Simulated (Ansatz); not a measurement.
# AlGa3N4: the cost of one run

Computed with Ansatz 0.2.0 (DFT r2SCAN, scalar-relativistic, plane waves, PAW, unless a step's input says otherwise).

5 further runs of the same task are left out: 2 that didn't finish, 3 set aside as unsound or not needed.

### 1 The system as given

The structure is cubic, space group P-43m (No. 215). Conventional cell: a = 4.465 Å, b = 4.465 Å, c = 4.465 Å, α = 90.00°, β = 90.00°, γ = 90.00°. Around Al (site symmetry -43m) lie 4 N at 1.89 Å. Ga (site symmetry -42m) is surrounded by 4 N at 1.95 Å. Around N (site symmetry 3m) lie 1 Al at 1.89 Å and 3 Ga at 1.95 Å.

Coordinates:

```cif
data_structure
_symmetry_space_group_name_H-M 'P-43m'
_symmetry_Int_Tables_number 215
_cell_length_a 4.4653
_cell_length_b 4.4653
_cell_length_c 4.4653
_cell_angle_alpha 90.000
_cell_angle_beta 90.000
_cell_angle_gamma 90.000
_cell_volume 89.04
loop_
_atom_site_label
_atom_site_type_symbol
_atom_site_symmetry_multiplicity
_atom_site_Wyckoff_symbol
_atom_site_fract_x
_atom_site_fract_y
_atom_site_fract_z
_atom_site_occupancy
Al1 Al 1 a 0.00000 0.00000 0.00000 1
Ga1 Ga 3 c 0.50000 0.50000 0.00000 1
N1 N 4 e 0.75535 0.75535 0.24465 1
```

It goes back to an entry of the Materials Project, which need not be the stable form.

It is the result of an earlier relaxation at this level (volume 11.13 Å³/atom; gap on the mesh: 2.82 eV).

The unstrained cell was computed beforehand with the same settings: E(σ→0) = -13457.5507 eV for 8 atoms, gap 2.82 eV over the zone.

### 2 The cell strained by -1.5 %

Input file input.yaml:

```yaml
crystal:
  lattice:
    - [4.398364286, 0.0, 0.0]
    - [0.0, 4.4820894944, 0.0]
    - [0.0, 0.0, 4.4820894944]
  atoms:
    - { symbol: Al, position: [0.0, 0.0, 0.0] }
    - { symbol: Ga, position: [0.5, 0.5, 0.0] }
    - { symbol: Ga, position: [0.5, 0.0, 0.5] }
    - { symbol: Ga, position: [0.0, 0.5, 0.5] }
    - { symbol: "N", position: [0.7553510552, 0.7553510552, 0.2446489448] }
    - { symbol: "N", position: [0.7553510552, 0.2446489448, 0.7553510552] }
    - { symbol: "N", position: [0.2446489448, 0.7553510552, 0.7553510552] }
    - { symbol: "N", position: [0.2446489448, 0.2446489448, 0.2446489448] }
basis:
  ecutwfc: 500
kpoints:
  mp_grid: { grid: [6, 6, 6] }
hamiltonian:
  xc: r2scan
scf:
  occupations: { method: gaussian, width: 0.02 }
output:
  forces: true
  stress: true
  eigenvalues: true
relax:
  adjacent_minimum: "off"
  f_tol: 0.008
  max_steps: 40
  cell: { stress_tol: 0.015, fix: [a, angles] }
```

The run is started by

```console
> ansatz run input.yaml --threads 2 --pin off --max-ram 5120MiB --backend cpu --events-out ev --progress --plain --runs-dir out
```

What time and memory should one allow on 2 threads of AMD EPYC (Zen 3), shared host?

About 2.2 min, with a peak of 0.61 GiB.
